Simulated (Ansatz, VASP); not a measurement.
CO2 in VASP and in Ansatz

INCAR

```
SYSTEM = CO2
PREC = Accurate
ENCUT = 600
EDIFF = 1E-6
ISMEAR = 0
SIGMA = 0.01
LREAL = .False.
LASPH = .True.
NELM = 100
ALGO = Normal
ISIF = 3
LWAVE = .False.
LCHARG = .False.
GGA = PS
IBRION = 2
NSW = 80
EDIFFG = -0.001
```

KPOINTS

```
regular mesh
0
Gamma
  8 8 8
  0 0 0
```

The input POSCAR:

```
CO2
1.0
   -1.9590342456      1.9590342456      2.9680908998
    1.9590342456     -1.9590342456      2.9680908998
    1.9590342456      1.9590342456     -2.9680908998
C O
2 4
Direct
    0.0000000000      0.0000000000      0.0000000000
    0.7500000000      0.2500000000      0.5000000000
    0.3750000000      0.2922634793      0.4172634793
    0.7077365207      0.1250000000      0.0827365207
    0.8750000000      0.9577365207      0.5827365207
    0.0422634793      0.6250000000      0.9172634793
```

Input for Ansatz:

```yaml
crystal:
  lattice:
    - [-1.9590342456, 1.9590342456, 2.9680908998]
    - [1.9590342456, -1.9590342456, 2.9680908998]
    - [1.9590342456, 1.9590342456, -2.9680908998]
  atoms:
    - { symbol: C, position: [0.0, 0.0, 0.0] }
    - { symbol: C, position: [0.75, 0.25, 0.5] }
    - { symbol: O, position: [0.375, 0.2922634793, 0.4172634793] }
    - { symbol: O, position: [0.7077365207, 0.125, 0.0827365207] }
    - { symbol: O, position: [0.875, 0.9577365207, 0.5827365207] }
    - { symbol: O, position: [0.0422634793, 0.625, 0.9172634793] }
basis:
  ecutwfc: 420
kpoints:
  mp_grid: { grid: [8, 8, 8] }
hamiltonian:
  xc: pbesol
scf:
  occupations: { method: fixed }
output:
  forces: true
  stress: true
  eigenvalues: true
relax:
  adjacent_minimum: "off"
  f_tol: 0.001
  max_steps: 60
  cell: { stress_tol: 0.01 }
```

Alike in both runs: task relaxation of cell and atoms; functional PBEsol; k mesh 8 × 8 × 8; no spin polarisation.

|  | VASP | Ansatz |
| --- | --- | --- |
| version | VASP 6.6.1 | Ansatz 0.2.0 |
| potentials or method | VASP PAW PBE potentials, release 64 (C, O) | scalar-relativistic, plane waves, PAW |
| plane-wave cutoff (eV) | 600 | 420 |
| occupations | gaussian, width 0.01 eV | fixed |
| valence electrons in the cell | 32 | 32 |

|  | VASP | Ansatz | Ansatz less VASP |
| --- | --- | --- | --- |
| gap on the k mesh at the Fermi level, each at its own relaxed structure (eV) | 7.56 | 7.65 | +0.092 |
| relaxed volume (Å³/atom) | 7.61 | 7.59 | -0.020 |
| relaxed cell length with the largest relative difference (Å) | 4.064 | 4.060 | -0.0040 |

Caveats: the PAW data sets were made with another functional, which shifts forces and pressure a little (VASP). A k mesh can miss the band edges.
